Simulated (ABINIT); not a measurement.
Crystal: CsPbCl3.

```
Pb Cs Cl
1.0
     5.60500    0.00000    0.00000
     0.00000    5.60500    0.00000
     0.00000    0.00000    5.60500
Pb Cs Cl
1 1 3
Cartesian
  2.8025 2.8025 2.8025
  0.0000 0.0000 0.0000
  2.8025 0.0000 2.8025
  0.0000 2.8025 2.8025
  2.8025 2.8025 0.0000
```

Base run:

- Program: ABINIT 10.8.3 (patched build)
- Functional: WC
- Potentials or basis: JTH PAW PBE v2.0
- Cutoff: 680 eV
- k mesh: 5 × 5 × 5
- Occupations: fermi-dirac, width 0.05 eV
- Spin: no spin polarisation

Its results: pressure 0.2 GPa.

Task: The run is repeated on the same cell with these changes: functional from WC to RPBE. What comes out?

Result: Pressure 3.1 GPa.

RPBE binds less tightly than WC, so the same cell stands under more pressure.

Caveats: the PAW data sets were made with another functional, which shifts forces and pressure a little.
